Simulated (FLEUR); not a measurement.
# NaI (Fm-3m) in FLEUR: notebook, part 2 of 2

FLEUR MaX-R8.1 (later development tree). Earlier steps stand in the parts before.

## Step 3: Equation of state, PBE, 32.54 Å³/atom (volume scaled by 0.96)

Contents of inp.xml:

```xml
<?xml version="1.0" encoding="UTF-8" standalone="no"?>
<fleurInput fleurInputVersion="0.39">
   <comment>
      NaI                                                                                                 
   </comment>
   <calculationSetup>
      <cutoffs Kmax="3.8" Gmax="11.8" GmaxXC="11.8" numbands="0"/>
      <scfLoop itmax="60" minDistance="0.00001" maxIterBroyd="15" imix="Anderson" alpha="0.05" precondParam="0.0" spinf="2.0" sdNocoIR="T"/>
      <coreElectrons ctail="T" frcor="F" kcrel="0" coretail_lmax="0"/>
      <xcFunctional name="pbe" relativisticCorrections="F"/>
      <magnetism jspins="1"/>
      <soc l_soc="F" theta="0.0" phi="0.0" spav="F"/>
      <expertModes spex="0" secvar="F"/>
      <geometryOptimization l_f="F" forcealpha="1.0" forcemix="BFGS" epsdisp="0.0005" epsforce="0.0002"/>
      <ldaU l_linMix="F" mixParam="0.05" spinf="1.0"/>
   </calculationSetup>
   <cell>
      <bzIntegration valenceElectrons="32.0" mode="hist" fermiSmearingEnergy="0.00183747">
         <kPointListSelection listName="default-1"/>
         <!-- k-points included here -->
         <xi:include xmlns:xi="http://www.w3.org/2001/XInclude" href="kpts.xml"> </xi:include>
      </bzIntegration>
      <!-- symmetry operations included here -->
      <xi:include xmlns:xi="http://www.w3.org/2001/XInclude" href="sym.xml"> </xi:include>
      <bulkLattice scale="0.9864848297">
         <bravaisMatrix>
            <row-1>    0.0000000000000000     6.1159096296554400     6.1159096296554400</row-1>
            <row-2>    6.1159096296554400     0.0000000000000000     6.1159096296554400</row-2>
            <row-3>    6.1159096296554400     6.1159096296554400     0.0000000000000000</row-3>
         </bravaisMatrix>
      </bulkLattice>
   </cell>
   <atomSpecies>
      <species name="Iodine (I)" element="I" atomicNumber="53">
         <mtSphere radius="2.66" gridPoints="879" logIncrement="0.015"/>
         <atomicCutoffs lmax="11" lnonsphr="8"/>
         <electronConfig flipSpins="F">
            <coreConfig>(1s1/2) (2s1/2) (2p1/2) (2p3/2) (3s1/2) (3p1/2) (3p3/2) (4s1/2) (3d3/2) (3d5/2)</coreConfig>
            <valenceConfig>(4p1/2) (4p3/2) (5s1/2) (4d3/2) (4d5/2) (5p1/2) (5p3/2)</valenceConfig>
            <stateOccupation state="(5p1/2)" spinUp="0.833333" spinDown="0.833333"/>
            <stateOccupation state="(5p3/2)" spinUp="1.666667" spinDown="1.666667"/>
         </electronConfig>
         <energyParameters s="5" p="5" d="5" f="4"/>
         <lo type="SCLO" l="1" n="4" eDeriv="0"/>
         <lo type="SCLO" l="1" n="4" eDeriv="1"/>
         <lo type="SCLO" l="2" n="4" eDeriv="0"/>
         <lo type="SCLO" l="2" n="4" eDeriv="1"/>
         <lo type="SCLO" l="0" n="5" eDeriv="2"/>
         <lo type="SCLO" l="3" n="4" eDeriv="2"/>
      </species>
      <species name="Sodium (Na)" element="Na" atomicNumber="11">
         <mtSphere radius="2.66" gridPoints="879" logIncrement="0.013"/>
         <atomicCutoffs lmax="11" lnonsphr="8"/>
         <electronConfig flipSpins="F">
            <coreConfig>(1s1/2)</coreConfig>
            <valenceConfig>(2s1/2) (2p1/2) (2p3/2) (3s1/2)</valenceConfig>
            <stateOccupation state="(3s1/2)" spinUp="0.500000" spinDown="0.500000"/>
         </electronConfig>
         <energyParameters s="3" p="2" d="3" f="4"/>
         <lo type="SCLO" l="0" n="2" eDeriv="0"/>
         <lo type="HELO" l="1" n="3" eDeriv="0"/>
         <lo type="HELO" l="1" n="3" eDeriv="1"/>
         <lo type="SCLO" l="2" n="3" eDeriv="2"/>
         <lo type="SCLO" l="3" n="4" eDeriv="2"/>
      </species>
   </atomSpecies>
   <atomGroups>
      <atomGroup species="Iodine (I)">
         <relPos label="                   1">1.000/2.000 1.000/2.000 1.000/2.000</relPos>
         <force calculate="T" relaxXYZ="TTT"/>
      </atomGroup>
      <atomGroup species="Sodium (Na)">
         <relPos label="                   2">.0000000000 .0000000000 .0000000000</relPos>
         <force calculate="T" relaxXYZ="TTT"/>
      </atomGroup>
   </atomGroups>
   <output dos="F" band="F" slice="F">
      <checks vchk="F" cdinf="F"/>
      <bandDOS minEnergy="-.5*Htr" maxEnergy="0.5*Htr" sigma="0.015" storeEVData="T"/>
      <vacuumDOS vacdos="F" integ="F" star="F" nstars="0" locx1="0.0" locy1="0.0" locx2="0.0" locy2="0.0" nstm="0" tworkf="0.0"/>
      <unfoldingBand unfoldBand="F" supercellX="1" supercellY="1" supercellZ="1"/>
      <plotting iplot="0" polar="F">
         <plot TwoD="T" vec1="  1.0  0.0  0.0" vec2="  0.0  1.0  0.0" vec3="  0.0  0.0  1.0" zero="  0.0  0.0  0.0" file="plot"/>
      </plotting>
      <chargeDensitySlicing numkpt="0" minEigenval="0.0" maxEigenval="0.0" nnne="0" pallst="F"/>
      <specialOutput eonly="F"/>
      <moessbauerParams electricFieldGradient="T" isomerShift="T" coreHyperfine="T" valenceHyperfine="T"/>
      <magneticCircularDichroism mcd="F" energyLo="-10.0" energyUp="0.0"/>
   </output>
  <!-- We include the file relax.xml here to enable relaxations (see documentation) -->
  <xi:include xmlns:xi="http://www.w3.org/2001/XInclude" href="relax.xml"> <xi:fallback/> </xi:include>
</fleurInput>
```

Potentials or basis: all-electron, FLAPW.

The run is started by

```sh
$ inpgen -f crystal.txt -profile fastHighL
$ # inp.xml edited to the form shown
$ fleur_MPI
```

Run time: 34 s. Hardware: 1 thread of Arm Neoverse V1, shared host; peak memory 0.07 GiB.

Results (log left out):

- Free energy: -198140.1548 eV
- Band gap on the k mesh: 3.76 eV, direct
- Valence electrons inside the program's atomic spheres: I 21.18; Na 8.23 (radii I 2.66, Na 2.66 bohr)

Caveat: spin-orbit coupling is left out, which moves the levels of the heavy elements.

## Step 4: Equation of state, PBE, 33.22 Å³/atom (volume scaled by 0.98)

inp.xml, as its differences from that of step 3:

```diff
@@ -24,3 +24,3 @@
       <xi:include xmlns:xi="http://www.w3.org/2001/XInclude" href="sym.xml"> </xi:include>
-      <bulkLattice scale="0.9864848297">
+      <bulkLattice scale="0.9932883884">
          <bravaisMatrix>
```

The run is started by

```sh
$ inpgen -f crystal.txt -profile fastHighL
$ # inp.xml edited to the form shown
$ fleur_MPI
```

Run time: 35 s. Hardware: 1 thread of Arm Neoverse V1, shared host; peak memory 0.07 GiB.

The run converged. Its results:

```
Free energy                                           : -198140.1632 eV
Band gap on the k mesh                                : 3.70 eV, direct
Valence electrons inside the program's atomic spheres : I 21.17; Na 8.22 (radii I 2.66, Na 2.66 bohr)
```

Caveat: spin-orbit coupling is left out, which moves the levels of the heavy elements.

## Step 5: Equation of state, PBE, 33.90 Å³/atom

inp.xml, as its differences from that of step 4:

```diff
@@ -24,3 +24,3 @@
       <xi:include xmlns:xi="http://www.w3.org/2001/XInclude" href="sym.xml"> </xi:include>
-      <bulkLattice scale="0.9932883884">
+      <bulkLattice scale="1.0000000000">
          <bravaisMatrix>
```

The run is started by

```sh
$ inpgen -f crystal.txt -profile fastHighL
$ # inp.xml edited to the form shown
$ fleur_MPI
```

It took 36 s on 1 thread of Arm Neoverse V1, shared host; peak memory 0.07 GiB.

It converged, with:

```yaml
Free_energy: -198140.1684 eV
Band_gap_on_the_k_mesh: 3.64 eV, direct
Valence_electrons_inside_the_program's_atomic_spheres: I 21.17; Na 8.20 (radii I 2.66, Na 2.66 bohr)
```

Caveat: spin-orbit coupling is left out, which moves the levels of the heavy elements.

## Step 6: Equation of state, PBE, 34.58 Å³/atom (volume scaled by 1.02)

inp.xml, as its differences from that of step 5:

```diff
@@ -24,3 +24,3 @@
       <xi:include xmlns:xi="http://www.w3.org/2001/XInclude" href="sym.xml"> </xi:include>
-      <bulkLattice scale="1.0000000000">
+      <bulkLattice scale="1.0066227096">
          <bravaisMatrix>
```

Potentials or basis: all-electron, FLAPW.

The run is started by

```sh
$ inpgen -f crystal.txt -profile fastHighL
$ # inp.xml edited to the form shown
$ fleur_MPI
```

Wall time 36 s (1 thread of Arm Neoverse V1, shared host); peak memory 0.07 GiB.

Results (log left out):

| Item | Value |
| --- | --- |
| Free energy | -198140.1706 eV |
| Band gap on the k mesh | 3.59 eV, direct |
| Valence electrons inside the program's atomic spheres | I 21.16; Na 8.19 (radii I 2.66, Na 2.66 bohr) |

Caveat: spin-orbit coupling is left out, which moves the levels of the heavy elements.

## Step 7: Equation of state, PBE, 35.25 Å³/atom (volume scaled by 1.04)

inp.xml, as its differences from that of step 6:

```diff
@@ -24,3 +24,3 @@
       <xi:include xmlns:xi="http://www.w3.org/2001/XInclude" href="sym.xml"> </xi:include>
-      <bulkLattice scale="1.0066227096">
+      <bulkLattice scale="1.0131594038">
          <bravaisMatrix>
```

The run is started by

```sh
$ inpgen -f crystal.txt -profile fastHighL
$ # inp.xml edited to the form shown
$ fleur_MPI
```

Wall time 38 s (1 thread of Arm Neoverse V1, shared host); peak memory 0.07 GiB.

It converged, with:

```
Free energy                                           : -198140.1703 eV
Band gap on the k mesh                                : 3.54 eV, direct
Valence electrons inside the program's atomic spheres : I 21.16; Na 8.18 (radii I 2.66, Na 2.66 bohr)
```

Caveat: spin-orbit coupling is left out, which moves the levels of the heavy elements.

## Step 8: Equation of state, PBE, 35.93 Å³/atom (volume scaled by 1.06)

inp.xml, as its differences from that of step 7:

```diff
@@ -24,3 +24,3 @@
       <xi:include xmlns:xi="http://www.w3.org/2001/XInclude" href="sym.xml"> </xi:include>
-      <bulkLattice scale="1.0131594038">
+      <bulkLattice scale="1.0196128224">
          <bravaisMatrix>
```

The run is started by

```sh
$ inpgen -f crystal.txt -profile fastHighL
$ # inp.xml edited to the form shown
$ fleur_MPI
```

Run time: 38 s. Hardware: 1 thread of Arm Neoverse V1, shared host; peak memory 0.07 GiB.

Results (log left out):

- Free energy: -198140.1677 eV
- Band gap on the k mesh: 3.50 eV, direct
- Valence electrons inside the program's atomic spheres: I 21.15; Na 8.18 (radii I 2.66, Na 2.66 bohr)

Caveat: spin-orbit coupling is left out, which moves the levels of the heavy elements.

## Step 9: Equation of state, PBE

Potentials or basis: all-electron, FLAPW.

No new run: the results of the series are fitted here.

What came out:

```yaml
Equilibrium_volume: 34.82 Å³/atom
Bulk_modulus: 15.1 GPa
Pressure_derivative_of_the_bulk_modulus: 4.7
```

Energy against volume, from the lowest point:
```tsv
volume (Å³/atom)	energy (meV/atom)
31.865	13.95
32.543	7.92
33.221	3.73
33.899	1.12
34.577	0.00
35.255	0.18
35.933	1.50
```

The run has no spin-orbit coupling, so splittings on I are missing. PBE usually gives volumes a little too large and moduli too small.
